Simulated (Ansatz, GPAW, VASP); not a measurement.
## TiSi2: programs and potentials compared

```
Ti Si
1.0
     0.00000    4.11752    4.26290
     2.38951    0.00000    4.26290
     2.38951    4.11752    0.00000
Ti Si
2 4
Direct
  0.75000 0.75000 0.75000
  0.50000 0.50000 0.50000
  0.41257 0.08743 0.41257
  0.08743 0.41257 0.08743
  0.16257 0.83743 0.16257
  0.83743 0.16257 0.83743
```

The cell is a database's computed one, not the measured one.

Alike in all runs: task band structure; functional PBEsol; k mesh 7 × 7 × 7; occupations fermi-dirac, width 0.05 eV; no spin polarisation; no spin-orbit coupling. Pressure is positive in compression and, in plane waves, holds the error of the finite cutoff, which Ansatz's Pulay term estimates and takes out.

| program and potentials | plane-wave cutoff (eV) | notes | pressure (GPa) |
| --- | --- | --- | --- |
| Ansatz, Ansatz PAW | 420 | potentials made for PBE, which Ansatz adapts in part; Pulay term of +0.03 GPa included | -1.96 |
| GPAW, PAW data sets generated for this functional | 600 | - | -1.51 |
| VASP, PBE PAW files Si, Ti_sv, 520 eV | 520 | potentials made for PBE | ? |

Q: Estimate from the other rows what the run with VASP, PBE PAW files Si, Ti_sv, 520 eV gave.

A: Pressure -1.83 GPa. The other rows, which needn't bracket it: pressure -1.96 to -1.51.
